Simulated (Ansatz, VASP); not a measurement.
# Two plane-wave programs on Al

File INCAR:

```
  ALGO = Normal
  EDIFF = 1E-7
  ENCUT = 520
  GGA = PS
  ISIF = 2
  ISMEAR = 0
  LASPH = T
  LCHARG = F
  LREAL = F
  LWAVE = F
  NBANDS = 8
  NELM = 80
  PREC = Accurate
  SIGMA = 0.1
```

File KPOINTS:

```
k-points
0
Gamma
  8 8 8
```

File POSCAR:

```
Al
1.0
    0.0000000000      2.0194648500      2.0194648500
    2.0194648500      0.0000000000      2.0194648500
    2.0194648500      2.0194648500      0.0000000000
Al
1
Direct
    0.0000000000      0.0000000000      0.0000000000
```

Input for Ansatz:

```yaml
crystal:
  lattice:
    - [0.0, 2.01946485, 2.01946485]
    - [2.01946485, 0.0, 2.01946485]
    - [2.01946485, 2.01946485, 0.0]
  atoms:
    - { symbol: Al, position: [0.0, 0.0, 0.0] }
basis:
  ecutwfc: 420
kpoints:
  mp_grid: { grid: [8, 8, 8] }
hamiltonian:
  xc: pbesol
scf:
  occupations: { method: gaussian, width: 0.1 }
output:
  forces: true
  stress: true
  eigenvalues: true
```

Alike in both runs: task single point; functional PBEsol; k mesh 8 × 8 × 8; occupations gaussian, width 0.1 eV; no spin polarisation.

```csv
,VASP,Ansatz
version,VASP 6.6.1,Ansatz 0.2.0
potentials or method,"VASP PAW PBE potentials, release 64 (Al)","scalar-relativistic, plane waves, PAW"
plane-wave cutoff (eV),520,420
valence electrons in the cell,3,3
```

Ansatz gave:

```
gap on the k mesh at the Fermi level (eV) : none
pressure (GPa)                            : -1.3
```

**Question.** What did VASP give for the same quantities?

**Answer.** gap on the k mesh at the Fermi level (eV): none; pressure (GPa): -1.2.

A gap of «none» marks a metal or a gap that the smearing closes.

Caveats: the PAW data sets were made with another functional, which shifts forces and pressure a little (VASP).
